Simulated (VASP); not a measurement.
Set up this calculation in VASP 6.6.1, as the native input.

* Task: G0W0 quasiparticle levels
* Functional: PBE
* Potentials or basis: VASP PAW PBE potentials, release 64 (Ba_sv_GW, Ti_sv_GW, O_GW)
* Cutoff: 500 eV
* k mesh: 4 × 4 × 4
* Occupations: gaussian, width 0.01 eV
* Spin: no spin polarisation
* Ladder: free
* GW scheme: G0W0
* GW iterations: 1
* Cutoff of the response function: 150
* Frequency points: 50
* Empty bands: 268
* Further INCAR settings: ALGO = EVGW0; EDIFF = 1e-08; NBANDS = 288

BaTiO3:

```
Ba Ti O
1.0
     4.00600    0.00000    0.00000
     0.00000    4.00600    0.00000
     0.00000    0.00000    4.00600
Ba Ti O
1 1 3
Direct
  0.50000 0.50000 0.50000
  0.00000 0.00000 0.00000
  0.00000 0.00000 0.50000
  0.00000 0.50000 0.00000
  0.50000 0.00000 0.00000
```

The input as run:

POSCAR

```
BaTiO3
1.0
    4.0060000000      0.0000000000      0.0000000000
    0.0000000000      4.0060000000      0.0000000000
    0.0000000000      0.0000000000      4.0060000000
Ba Ti O
1 1 3
Direct
    0.5000000000      0.5000000000      0.5000000000
    0.0000000000      0.0000000000      0.0000000000
    0.0000000000      0.0000000000      0.5000000000
    0.0000000000      0.5000000000      0.0000000000
    0.5000000000      0.0000000000      0.0000000000
```

INCAR.step1

```
PREC = Accurate ; ENCUT = 500
EDIFF = 1E-8 ; ISMEAR = 0
SIGMA = 0.01 ; LREAL = False
LASPH = True ; NELM = 100
ALGO = Normal ; LWAVE = True
LCHARG = False ; GGA = PE
KPAR = 4
```

INCAR.step2

```
PREC = Accurate ; ENCUT = 500
EDIFF = 1E-8 ; ISMEAR = 0
SIGMA = 0.01 ; LREAL = False
LASPH = True ; NELM = 1
ALGO = Exact ; LWAVE = True
LCHARG = False ; GGA = PE
NBANDS = 288 ; LOPTICS = True
ISTART = 1 ; KPAR = 4
```

INCAR.step3

```
PREC = Accurate ; ENCUT = 500
EDIFF = 1E-8 ; ISMEAR = 0
SIGMA = 0.01 ; LREAL = False
LASPH = True ; ALGO = EVGW0
LWAVE = False ; LCHARG = False
GGA = PE ; NELMGW = 1
NBANDS = 288 ; ENCUTGW = 150
NOMEGA = 50 ; PRECFOCK = Fast
ISTART = 1 ; NBANDSGW = 28
KPAR = 4
```

KPOINTS

```
regular mesh
0
Gamma
  4 4 4
```

Potentials or basis: VASP PAW PBE potentials, release 64 (Ba_sv_GW, Ti_sv_GW, O_GW).

Run with:

```console
$ cat potpaw_PBE.64/Ba_sv_GW/POTCAR potpaw_PBE.64/Ti_sv_GW/POTCAR potpaw_PBE.64/O_GW/POTCAR > POTCAR
$ cp INCAR.step1 INCAR
$ mpirun -np 4 vasp_std > vasp.out
$ cp INCAR.step2 INCAR
$ mpirun -np 4 vasp_std > vasp.out
$ cp INCAR.step3 INCAR
$ mpirun -np 4 vasp_std > vasp.out
```

It gave:

```yaml
Band_gap_on_the_k_mesh_mean-field_level: 1.78 eV, indirect (least direct gap 1.90 eV)
Quasiparticle_gap: 3.37 eV
Least_direct_quasiparticle_gap: 3.49 eV
```

Caveat: bands, screening cutoff and mesh are small and nothing is extrapolated, so the quasiparticle values aren't converged; spin-orbit coupling is left out, which moves the levels of the heavy elements.

It took 5 min on 4 MPI ranks on Intel(R) Xeon(R) 6975P-C (Granite Rapids), with other jobs on the host, peak memory 0.85 GiB a rank.
